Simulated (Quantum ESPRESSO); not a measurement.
A run of Quantum ESPRESSO 7.5 is set up as follows.

pw.in

```
&CONTROL
  calculation = 'scf'
  prefix = 'pwscf'
  outdir = './tmp'
  pseudo_dir = './pseudo'
  tprnfor = .true.
  tstress = .true.
  disk_io = 'low'
/
&SYSTEM
  ibrav = 0
  nat = 2
  ntyp = 2
  ecutwfc = 45
  ecutrho = 360
  nbnd = 16
  occupations = 'smearing'
  smearing = 'fd'
  degauss = 0.00367493
/
&ELECTRONS
  conv_thr = 4d-10
  electron_maxstep = 120
  mixing_beta = 0.5
/
ATOMIC_SPECIES
Ru   101.0700 ru_pbesol_v1.2.uspp.F.UPF
Al    26.9815 al_pbesol_v1.uspp.F.UPF
CELL_PARAMETERS angstrom
   2.9916000000    0.0000000000    0.0000000000
   0.0000000000    2.9916000000    0.0000000000
   0.0000000000    0.0000000000    2.9916000000
ATOMIC_POSITIONS crystal
Ru     0.5000000000    0.5000000000    0.5000000000
Al     0.0000000000    0.0000000000    0.0000000000
K_POINTS automatic
9 9 9 0 0 0
```

Contents of pp_density.in:

```
&INPUTPP
  prefix = 'pwscf'
  outdir = './tmp'
  filplot = 'density.dat'
  plot_num = 0
/
&PLOT
  nfile = 1
  filepp(1) = 'density.dat'
  iflag = 3
  output_format = 6
  fileout = 'density.cube'
/
```

The input pp_potential.in:

```
&INPUTPP
  prefix = 'pwscf'
  outdir = './tmp'
  filplot = 'potential.dat'
  plot_num = 11
/
&PLOT
  nfile = 1
  filepp(1) = 'potential.dat'
  iflag = 3
  output_format = 6
  fileout = 'potential.cube'
/
```

Potentials or basis: GBRV 1.5 PBEsol.

The run is started by

```sh
$ OMP_NUM_THREADS=1 mpirun -n 2 pw.x -nk 2 -in pw.in > pw.out
$ OMP_NUM_THREADS=1 mpirun -n 1 pp.x -in pp_density.in > pp_density.out
$ OMP_NUM_THREADS=1 mpirun -n 1 pp.x -in pp_potential.in > pp_potential.out
```

Problem. What does it give for the band gap on the k mesh?

Solution. None (metal or under the smearing width).

Problem. What does it give for the pressure?

Solution. -3.5 GPa.
